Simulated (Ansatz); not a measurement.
Ligand exchange: C2H5NO + B(CH3)2(OH) → C2H4O2 + B(CH3)2(NH2)

Species: C2H5NO (acetamide) `CC(N)=O`, singlet; B(CH3)2(OH), singlet; C2H4O2 (acetic acid) `CC(=O)O`, singlet; B(CH3)2(NH2), singlet. The partners trade NH2 for OH: C–NH2 and B–OH bonds give way to C–OH and B–NH2.

Shapes, held fixed at every level: PBE0-D4/def2-TZVP. Flexible molecules stand in one conformer, not always the lowest. Programs: Ansatz 0.2.0. The zero-point and thermal change to 298 K, harmonic and unscaled (PBE0-D4/def2-TZVP), is +1.3 kJ/mol.

```json
{"level": "HF/def2-SVP", "kind": "Hartree–Fock", "ΔH(298 K) (kJ/mol)": "+10.9", "less CCSD(T)/CBS estimate": "+2.6", "CPU time (sum over the molecules)": "–"}
{"level": "HF/def2-TZVPP", "kind": "Hartree–Fock", "ΔH(298 K) (kJ/mol)": "+11.1", "less CCSD(T)/CBS estimate": "+2.8", "CPU time (sum over the molecules)": "–"}
{"level": "r2SCAN-D4/def2-TZVPP", "kind": "meta-GGA", "ΔH(298 K) (kJ/mol)": "+10.1", "less CCSD(T)/CBS estimate": "+1.8", "CPU time (sum over the molecules)": "35 s"}
{"level": "BHLYP-D4/def2-TZVPP", "kind": "global hybrid", "ΔH(298 K) (kJ/mol)": "+11.3", "less CCSD(T)/CBS estimate": "+3.0", "CPU time (sum over the molecules)": "22 s"}
{"level": "PBE0-D4/def2-TZVPP", "kind": "global hybrid", "ΔH(298 K) (kJ/mol)": "+9.1", "less CCSD(T)/CBS estimate": "+0.8", "CPU time (sum over the molecules)": "21 s"}
{"level": "wB97M-V/def2-TZVPP", "kind": "range-separated hybrid", "ΔH(298 K) (kJ/mol)": "+8.2", "less CCSD(T)/CBS estimate": "-0.1", "CPU time (sum over the molecules)": "82 s"}
{"level": "wB97X-V/def2-TZVPP", "kind": "range-separated hybrid", "ΔH(298 K) (kJ/mol)": "+8.7", "less CCSD(T)/CBS estimate": "+0.4", "CPU time (sum over the molecules)": "60 s"}
{"level": "CCSD(T)/CBS estimate", "kind": "coupled cluster or CI", "ΔH(298 K) (kJ/mol)": "+8.3", "less CCSD(T)/CBS estimate": "0.0", "CPU time (sum over the molecules)": "12 min"}
```

The highest level, CCSD(T)/CBS estimate, gives ΔH(298 K) = +8.3 kJ/mol; the levels span +8.2 to +11.3. The column of differences is taken from that level and isn't an error. No measured value is set beside it here. The CBS estimate extrapolates MP2 from def2-TZVPP and def2-QZVPP and adds CCSD(T) − MP2 in the triple-zeta set, cores frozen. Times are processor times on shared x86 and Arm servers, and rough.

The exchange is mildly endothermic at every level, so the amide and borinic acid pairing is favoured in enthalpy over the carboxylic acid and aminoborane. The preference probably reflects boron's strong affinity for oxygen together with the amide resonance lost on the carbon side, where nitrogen donates its lone pair to the carbonyl better than oxygen does. Nitrogen is also the better π donor to the empty boron p orbital, so the aminoborane recovers part of that loss, which suggests why the net enthalpy is small.

Hartree–Fock already comes within +2.8 kJ/mol of the coupled-cluster value in the larger basis, as expected when the number of bonds and electron pairs is conserved and much of the correlation energy cancels. The density functionals show no steady drift with the share of exact exchange: PBE0 lies below r2SCAN, but BHLYP lies above both. With so small an enthalpy, hydrogen bonding or acid–base association in solution could shift the balance, and the gas-phase values don't settle the position of equilibrium there.
